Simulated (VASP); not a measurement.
# TiO2 in VASP: relaxation of the atoms with PBEsol

Aim: the relaxation of the atoms of TiO2 with PBEsol.

Everything below comes from runs of VASP 6.6.1. Logs are shortened: lines on timing, memory, paths and dates and some standing lists are left out, and cuts for length are marked.

## 1. Starting point

The cell holds a slab with vacuum, 12 atoms: a = 4.592 Å, b = 2.957 Å, c = 24.680 Å, α = 90.00°, β = 90.00°, γ = 90.00°.

## 2. Relaxation of the atoms, PBEsol

File INCAR:

```
SYSTEM = TiO2
ALGO = Normal
DIPOL = 0.5 0.5 0.500
EDIFF = 1E-6
EDIFFG = -0.015
ENCUT = 520
GGA = PS
IBRION = 2
IDIPOL = 3
ISIF = 2
ISMEAR = 0
KPAR = 8
LASPH = .TRUE.
LCHARG = .FALSE.
LDIPOL = .TRUE.
LREAL = .FALSE.
LWAVE = .FALSE.
NELM = 60
NSW = 100
PREC = Accurate
SIGMA = 0.05
```

File KPOINTS:

```
k-points
0
G
  6 8 1
  0 0 0
```

File POSCAR:

```
TiO2
1.0
    4.5922000000      0.0000000000      0.0000000000
    0.0000000000      2.9574000000      0.0000000000
    0.0000000000      0.0000000000     24.6796253760
O Ti
8 4
Direct
    0.1950400000      0.5000000000      0.3241540290
    0.3049600000      0.0000000000      0.4171902873
    0.8049600000      0.5000000000      0.3967371962
    0.6950400000      0.0000000000      0.4897734545
    0.1950400000      0.5000000000      0.5102265455
    0.3049600000      0.0000000000      0.6032628038
    0.8049600000      0.5000000000      0.5828097127
    0.6950400000      0.0000000000      0.6758459710
    0.0000000000      0.0000000000      0.3604456126
    0.5000000000      0.5000000000      0.4534818709
    0.0000000000      0.0000000000      0.5465181291
    0.5000000000      0.5000000000      0.6395543874
```

Potentials or basis: VASP PAW PBE potentials, release 64 (O, Ti_sv).

Command:

```console
> cat potpaw_PBE.64/O/POTCAR potpaw_PBE.64/Ti_sv/POTCAR > POTCAR
> mpirun -np 8 vasp_std > vasp.out
```

OUTCAR:

```text
SYSTEM = TiO2
   EDIFF = 1E-6
   EDIFFG = -0.015
   ENCUT = 520
   GGA = PS
   IBRION = 2
   ISIF = 2
   ISMEAR = 0
   LASPH = .TRUE.
   LREAL = .FALSE.
   NELM = 60
   NSW = 100
   PREC = Accurate

 ion  position               nearest neighbor table
   1  0.195  0.500  0.324-   9 1.95   9 1.95
   2  0.305  0.000  0.417-  10 1.95  10 1.95   9 1.98
   3  0.805  0.500  0.397-   9 1.95   9 1.95  10 1.98
   4  0.695  0.000  0.490-  10 1.95  10 1.95  11 1.98
   5  0.195  0.500  0.510-  11 1.95  11 1.95  10 1.98
   6  0.305  0.000  0.603-  12 1.95  12 1.95  11 1.98
   7  0.805  0.500  0.583-  11 1.95  11 1.95  12 1.98
   8  0.695  0.000  0.676-  12 1.95  12 1.95
   9  0.000  0.000  0.360-   3 1.95   3 1.95   1 1.95   1 1.95   2 1.98
  10  0.500  0.500  0.453-   2 1.95   2 1.95   4 1.95   4 1.95   5 1.98   3 1.98
  11  0.000  0.000  0.547-   7 1.95   7 1.95   5 1.95   5 1.95   4 1.98   6 1.98
  12  0.500  0.500  0.640-   6 1.95   6 1.95   8 1.95   8 1.95   7 1.98

  LATTYP: Found a simple orthorhombic cell.
 ALAT       =     2.9574000000
 B/A-ratio  =     1.5527828498
 C/A-ratio  =     8.3450413796

  Lattice vectors:

 A1 = (   0.0000000000,  -2.9574000000,   0.0000000000)
 A2 = (   4.5922000000,   0.0000000000,   0.0000000000)
 A3 = (   0.0000000000,   0.0000000000,  24.6796253760)

Analysis of symmetry for initial positions (statically):
=====================================================================
 Subroutine PRICEL returns:
 Original cell was already a primitive cell.

 Routine SETGRP: Setting up the symmetry group for a
 simple orthorhombic supercell.

 Subroutine GETGRP returns: Found  4 space group operations
 (whereof  2 operations were pure point group operations)
 out of a pool of  8 trial point group operations.

The static configuration has the point symmetry C_1h.
 The point group associated with its full space group is C_2v.

Analysis of symmetry for dynamics (positions and initial velocities):
=====================================================================
 Subroutine PRICEL returns:
 Original cell was already a primitive cell.

 Routine SETGRP: Setting up the symmetry group for a
 simple orthorhombic supercell.

 Subroutine GETGRP returns: Found  4 space group operations
 (whereof  2 operations were pure point group operations)
 out of a pool of  8 trial point group operations.

The dynamic configuration has the point symmetry C_1h.
 The point group associated with its full space group is C_2v.

 Subroutine INISYM returns: Found  4 space group operations
 (whereof  2 operations are pure point group operations),
 and found     1 'primitive' translations

----------------------------------------------------------------------------------------

                                     Primitive cell

  volume of cell :     335.1733

  direct lattice vectors                    reciprocal lattice vectors
     4.592200000  0.000000000  0.000000000     0.217760550  0.000000000  0.000000000
     0.000000000  2.957400000  0.000000000     0.000000000  0.338134848  0.000000000
     0.000000000  0.000000000 24.679625376     0.000000000  0.000000000  0.040519254

  length of vectors
     4.592200000  2.957400000 24.679625376     0.217760550  0.338134848  0.040519254

  position of ions in fractional coordinates (direct lattice)
     0.195040000  0.500000000  0.324154029
     0.304960000  0.000000000  0.417190287
     0.804960000  0.500000000  0.396737196
     0.695040000  0.000000000  0.489773455
     0.195040000  0.500000000  0.510226545
     0.304960000  0.000000000  0.603262804
     0.804960000  0.500000000  0.582809713
     0.695040000  0.000000000  0.675845971
     0.000000000  0.000000000  0.360445613
     0.500000000  0.500000000  0.453481871
     0.000000000  0.000000000  0.546518129
[... 73 lines left out ...]
 SYSTEM =  TiO2
   PREC   = accura    normal or accurate (medium, high low for compatibility)
   ISTART =      0    job   : 0-new  1-cont  2-samecut
   ICHARG =      2    charge: 1-file 2-atom 10-const
   ISPIN  =      1    spin polarized calculation?
   LNONCOLLINEAR =      F non collinear calculations
   LSORBIT =      F    spin-orbit coupling
   LASPH  =      T    aspherical Exc in radial PAW
   ENCUT  =  520.0 eV  38.22 Ry    6.18 a.u.   8.54  5.50 45.89*2*pi/ulx,y,z
   NELM   =     60;   NELMIN=  2; NELMDL= -5     # of ELM steps
   EDIFF  = 0.1E-05   stopping-criterion for ELM
   LREAL  =      F    real-space projection
   EDIFFG = -.1E-01   stopping-criterion for IOM
   NSW    =    100    number of steps for IOM
   IBRION =      2    ionic relax: 0-MD 1-quasi-New 2-CG
   NFREE  =      1    steps in history (QN), initial steepest desc. (CG)
   ISIF   =      2    stress and relaxation
   ISYM   =      2    0-nonsym 1-usesym 2-fastsym
   POTIM  = 0.5000    time-step for ionic-motion
   TEBEG  =    0.0;   TEEND  =   0.0 temperature during run
   PSTRESS=    0.0 pullay stress
   NELECT =      96.0000    total number of electrons
   NUPDOWN=      -1.0000    fix difference up-down
   EMIN   =  10.00;   EMAX   =-10.00  energy-range for DOS
   EFERMI =   0.00;   METHOD = LEGACY
   ISMEAR =     0;   SIGMA  =   0.05  broadening in eV -4-tet -1-fermi 0-gaus
   EFERMI_NEDOS =   21; number of points for ismear=-14 and -15
   IALGO  =     38    algorithm
   IMIX   =      4    mixing-type and parameters
     AMIX     =   0.40;   BMIX     =  1.00
     AMIX_MAG =   1.60;   BMIX_MAG =  1.00
  volume/ion in A,a.u.               =      27.93       188.49
  Fermi-wavevector in a.u.,A,eV,Ry     =   1.079134  2.039268 15.844399  1.164530
  Thomas-Fermi vector in A             =   2.215091
   LORBIT       =      0    0 simple, 1 ext, 2 COOP (PROOUT), +10 PAW based schemes
   GGA     = PS    functional components
   LHFCALC =     F    Hartree Fock is set to
   AEXX    =    0.0000 exact exchange contribution
   IVDW    =     0    specifies the selected vdW correction
   LEPSILON=     F    determine dielectric tensor
   LRPA    =     F    only Hartree local field effects (RPA)
 conjugate gradient relaxation of ions
 non-spin polarized calculation
 Gauss-broadening in eV      SIGMA  =   0.05
  energy-cutoff  :      520.00
  volume of cell :      335.17
 maximum number of plane-waves:      9085
 NGX is ok and might be reduce to    36
   NGX = 17   NGY = 11   NGZ = 91

--------------------------------------- Ionic step        1  -------------------------------------------

 number of electron      96.0000008 magnetization

 Free energy of the ion-electron system (eV)
  ---------------------------------------------------
  ext. energy  EPLUGINS =         0.00000000
  ---------------------------------------------------
  free energy    TOTEN  =      -109.43801816 eV

  energy without entropy =     -109.43801816  energy(sigma->0) =     -109.43801816

------------------------ aborting loop because EDIFF is reached ----------------------------------------

  FORCE on cell =-STRESS in cart. coord.  units (eV):
  Direction    XX          YY          ZZ          XY          YZ          ZX
  --------------------------------------------------------------------------------------
  -------------------------------------------------------------------------------------
  Total       -4.6816920     -8.8866870     -3.4354351      0.0000000      0.0000000      0.0000000
  in kB      -22.3791708    -42.4796607    -16.4218810      0.0000000      0.0000000      0.0000000
  external PRESSURE =     -27.0935708 kB  Pullay stress =       0.0000000 kB
[... 119 lines left out ...]
  FREE ENERGIE OF THE ION-ELECTRON SYSTEM (eV)
  ---------------------------------------------------
  free  energy   TOTEN  =      -110.3656455742 eV

  energy  without entropy=     -110.3656455742  energy(sigma->0) =     -110.36564557

[... ionic steps 4 to 27 ...]

--------------------------------------- Ionic step       28  -------------------------------------------

 number of electron      95.9999955 magnetization

------------------------ aborting loop because EDIFF is reached ----------------------------------------
[... 41 lines left out ...]
--------------------------------------- Ionic step       29  -------------------------------------------

 number of electron      95.9999953 magnetization

 dipolmoment           0.000000      0.000000      0.000000 electrons x Angstroem

------------------------ aborting loop because EDIFF is reached ----------------------------------------

  FORCE on cell =-STRESS in cart. coord.  units (eV):
  Direction    XX          YY          ZZ          XY          YZ          ZX
  --------------------------------------------------------------------------------------
  -------------------------------------------------------------------------------------
  Total        2.7188281     -4.0552051     -0.2009384      0.0000000      0.0000000      0.0000000
  in kB       12.9963953    -19.3844723     -0.9605150      0.0000000      0.0000000      0.0000000
  external PRESSURE =      -2.4495306 kB  Pullay stress =       0.0000000 kB
[... 33 lines left out ...]
--------------------------------------- Ionic step       30  -------------------------------------------

 number of electron      95.9999953 magnetization

 dipolmoment           0.000000      0.000000     -0.000000 electrons x Angstroem

 Free energy of the ion-electron system (eV)
  ---------------------------------------------------
  ext. energy  EPLUGINS =         0.00000000
  ---------------------------------------------------
  free energy    TOTEN  =      -110.81333442 eV

  energy without entropy =     -110.81333442  energy(sigma->0) =     -110.81333442

 E-fermi :  -2.7730     XC(G=0):  -4.9303

 val. band max:       -3.0906563074   @ k =   0.0000   0.0000   0.0000
 cond. band min:      -0.7101222658   @ k =   0.0000   0.0000   0.0000
 fundamental gap:      2.3805340416
 Fermi energy:        -2.7729997167

 k-point     1 :       0.0000    0.0000    0.0000
  band No.  band energies     occupation
      1     -59.4284      2.00000
      2     -59.4210      2.00000
      3     -58.9980      2.00000
      4     -58.9980      2.00000
      5     -35.8510      2.00000
      6     -35.8432      2.00000
[... 1189 lines left out ...]
     56       0.6357      0.00000
     57       0.8405      0.00000

------------------------ aborting loop because EDIFF is reached ----------------------------------------

 vacuum level on the upper side and lower side of the slab       (xc-potential included)        -0.014        -0.014

  FORCE on cell =-STRESS in cart. coord.  units (eV):
  Direction    XX          YY          ZZ          XY          YZ          ZX
  --------------------------------------------------------------------------------------
  -------------------------------------------------------------------------------------
  Total        2.6751410     -4.0473203     -0.2486833      0.0000000      0.0000000      0.0000000
  in kB       12.7875643    -19.3467816     -1.1887423      0.0000000      0.0000000      0.0000000
  external PRESSURE =      -2.5826532 kB  Pullay stress =       0.0000000 kB
[... 27 lines left out ...]
  FREE ENERGIE OF THE ION-ELECTRON SYSTEM (eV)
  ---------------------------------------------------
  free  energy   TOTEN  =      -110.8133344209 eV

  energy  without entropy=     -110.8133344209  energy(sigma->0) =     -110.81333442

 reached required accuracy - stopping structural energy minimisation

 vacuum level on the upper side and lower side of the slab         4.571         4.571
```

Run time: 50 min. Hardware: 8 MPI ranks of Intel Xeon Platinum 8488C (Sapphire Rapids), shared host; peak memory 0.63 GiB.

Results:

```yaml
Free_energy: -110.8133 eV
Energy_gained_by_relaxing: 114.6 meV/atom
Ionic_steps: 30
Largest_force_after_relaxing: 0.015 eV/Å
Band_gap_on_the_k_mesh: 2.38 eV, direct
```

Forces on the atoms (eV/Å):
```
O   -0.004  0.000  0.004
O   -0.005  0.000  0.006
O   -0.014  0.000 -0.005
O   -0.004  0.000 -0.004
O   -0.004  0.000  0.004
O   -0.014  0.000  0.005
O   -0.005  0.000 -0.006
O   -0.004  0.000 -0.004
Ti   0.014  0.000  0.002
Ti   0.012  0.000  0.001
Ti   0.012  0.000 -0.001
Ti   0.014  0.000 -0.002
```

Step by step:
```csv
step,energy change (eV),largest force (eV/Å),pressure (GPa)
1,0.0000,3.8522,-2.71
2,-0.8712,2.4948,0.11
3,-0.9276,1.8022,-0.62
4,-1.1605,1.6321,0.37
5,-1.1775,1.1819,0.12
6,-1.2712,1.2210,0.44
7,-1.2948,0.7043,0.29
8,-1.3413,0.4257,0.37
9,-1.3414,0.4127,0.37
10,-1.3573,0.1770,0.26
11,-1.3576,0.1791,0.25
12,-1.3625,0.1267,0.12
13,-1.3636,0.1801,0.03
14,-1.3663,0.1109,-0.03
15,-1.3672,0.1131,-0.08
16,-1.3688,0.1155,-0.07
17,-1.3707,0.1757,-0.04
18,-1.3720,0.1409,-0.05
19,-1.3736,0.0804,-0.08
20,-1.3737,0.1208,-0.11
21,-1.3742,0.0682,-0.09
22,-1.3745,0.0396,-0.11
23,-1.3747,0.0435,-0.13
24,-1.3748,0.0222,-0.13
25,-1.3748,0.0372,-0.14
26,-1.3749,0.0264,-0.15
27,-1.3750,0.0306,-0.17
28,-1.3751,0.0214,-0.19
29,-1.3752,0.0319,-0.24
30,-1.3753,0.0146,-0.26
```

Final structure:
```
O Ti
1.0
     4.59220    0.00000    0.00000
     0.00000    2.95740    0.00000
     0.00000    0.00000   24.67963
O Ti
8 4
Direct
  0.14675 0.50000 0.32193
  0.30006 0.00000 0.41743
  0.78069 0.50000 0.39368
  0.70170 0.00000 0.48870
  0.20170 0.50000 0.51130
  0.28069 0.00000 0.60632
  0.80006 0.50000 0.58257
  0.64675 0.00000 0.67807
  0.03964 0.00000 0.36153
  0.53115 0.50000 0.45227
  0.03115 0.00000 0.54773
  0.53964 0.50000 0.63847
```

Caveat: the PAW data sets were made with another functional, which shifts forces and pressure a little.
